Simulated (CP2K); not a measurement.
NaF (Villiaumite) under changes of volume

One of the cells (12.487 Å³/atom); the others are scaled copies at fixed shape and fractional positions:

```xyz
2
Lattice="3.2810 0.0000 0.0000 1.6405 2.8414 0.0000 1.6405 0.9471 2.6789" Properties=species:S:1:pos:R:3 pbc="T T T"
Na    0.0000    0.0000    0.0000
F     3.2810    1.8943    1.3395
```

| Item | Value |
| --- | --- |
| Program | CP2K 2026.2 |
| Functional | PBE |
| Potentials or basis | POTENTIAL_UZH Na GTH-PBE-q9, F GTH-PBE-q7; TZVP-MOLOPT-PBE-GTH basis |
| Density cutoff | 18368 eV |
| k mesh | 10 × 10 × 10 |
| Occupations | fermi-dirac, width 0.05 eV |
| Spin | no spin polarisation |

| volume (Å³/atom) | energy over the lowest point (meV/atom) | pressure (GPa) | gap on the mesh (eV) |
| --- | --- | --- | --- |
| 11.738 | ? | ? | ? |
| 11.988 | 16.49 | 5.0 | 6.51 |
| 12.237 | 10.00 | 3.7 | 6.39 |
| 12.487 | 5.09 | 2.6 | 6.28 |
| 12.737 | 1.90 | 1.5 | 6.17 |
| 12.987 | 0.25 | 0.6 | 6.07 |
| 13.236 | 0.00 | -0.3 | 5.98 |

Task: What does the run at 11.738 Å³/atom give?

Result: Energy over the lowest point 25.46 meV/atom; pressure 6.5 GPa; gap on the mesh 6.63 eV.

Worked out: A Birch-Murnaghan fit of order 3 (a polynomial in V^(-2/3)) to the other rows has its minimum at 13.15 Å³/atom with B0 = V·E''(V) = 47 GPa (rough, since the energies scatter). It gives 24.86 meV/atom at 11.738 Å³/atom, against the run's 25.46, and -dE/dV = 6.0 GPa, against 6.5. A straight line through the other rows of the gap, of slope -5.37 eV per unit of ln V (its deformation potential), extrapolates to 6.62 eV, against the run's 6.63.

Energies are extrapolated to zero smearing.

Caveats: the basis of atomic orbitals isn't converged, which shifts pressures, moduli and gaps.

A mesh can miss the band edges.
